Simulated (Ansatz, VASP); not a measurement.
**KBr: VASP beside Ansatz**

```
K Br
1.0
     0.00000    3.39127    3.39127
     3.39127    0.00000    3.39127
     3.39127    3.39127    0.00000
K Br
1 1
Direct
  0.00000 0.00000 0.00000
  0.50000 0.50000 0.50000
```

Change from the starting cell: strain +0.030 along x and y, +0.030 along z, atoms carried along.

Alike in both runs: task single point; functional LDA; k mesh 6 × 6 × 6; occupations gaussian, width 0.05 eV; no spin polarisation.

|  | VASP | Ansatz |
| --- | --- | --- |
| version | VASP 6.6.1 | Ansatz 0.2.0 |
| potentials or method | VASP PAW LDA potentials, release 64 (K_sv, Br) | scalar-relativistic, plane waves, PAW |
| plane-wave cutoff (eV) | 520 | 420 |
| valence electrons in the cell | 16 | 16 |

|  | VASP | Ansatz | Ansatz less VASP |
| --- | --- | --- | --- |
| gap on the k mesh at the Fermi level (eV) | 3.84 | 3.83 | -0.008 |
| least direct gap on the mesh (eV) | 3.84 | 3.83 | -0.008 |
| pressure (GPa) | -2.4 | -2.4 | -0.02 |
